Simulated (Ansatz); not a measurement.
## How the functional moves the response of BaTe (Fm-3m) (r²SCAN, PBEsol and LDA)

```xyz
2
Lattice="0.0000 3.5312 3.5312 3.5312 0.0000 3.5312 3.5312 3.5312 0.0000" Properties=species:S:1:pos:R:3 pbc="T T T"
Ba    0.0000    0.0000    0.0000
Te    3.5312    3.5312    3.5312
```

This cell (44.03 Å³ an atom) was relaxed by PAW under r²SCAN, and each functional gets its own cell relaxed so. Quantity: dielectric response and Born charges by linear response (direction means).

Runs: (1) r²SCAN, PAW on Ansatz 0.2.0's default frozen-core files (fitted under PBE), scalar-relativistic; k mesh 6×6×6, fixed occupations, cutoff 500 eV. (2) PBEsol, PAW on Ansatz 0.2.0's default frozen-core files (fitted under PBE), scalar-relativistic; k mesh 6×6×6, fixed occupations, cutoff 420 eV. (3) LDA, PAW on Ansatz 0.2.0's default frozen-core files (fitted under PBE), scalar-relativistic; k mesh 6×6×6, fixed occupations, cutoff 420 eV.

Under r²SCAN: ε∞ = 5.31, largest |Z*| = 2.52 e, ε₀ = 11.5.

Problem. Which way does PBEsol move the volume, and by how much?

Solution. a = 6.943 Å, 41.83 Å³ an atom: 5.0 % smaller.

Problem. What does PBEsol give for these quantities?

Solution. 

```tsv
quantity	r²SCAN	PBEsol	change
ε∞	5.31	6.25	+18 %
largest |Z*|	2.52 e	2.57 e	+2 %
ε₀	11.5	12.8	+11 %
```

Problem. Which way does LDA move the volume, and by how much?

Solution. a = 6.866 Å, 40.47 Å³ an atom: 8.1 % smaller.

Problem. What does LDA give for these quantities?

Solution. 

```
    quantity  r²SCAN     LDA  change
          ε∞    5.31    6.44   +21 %
largest |Z*|  2.52 e  2.58 e    +2 %
          ε₀    11.5    12.7   +10 %
```

Limits of these numbers: frozen-core PAW files fitted under PBE, their cores solved anew for the functional of the run; zone-boundary modes aren't tested; field response not resolved by the mesh.
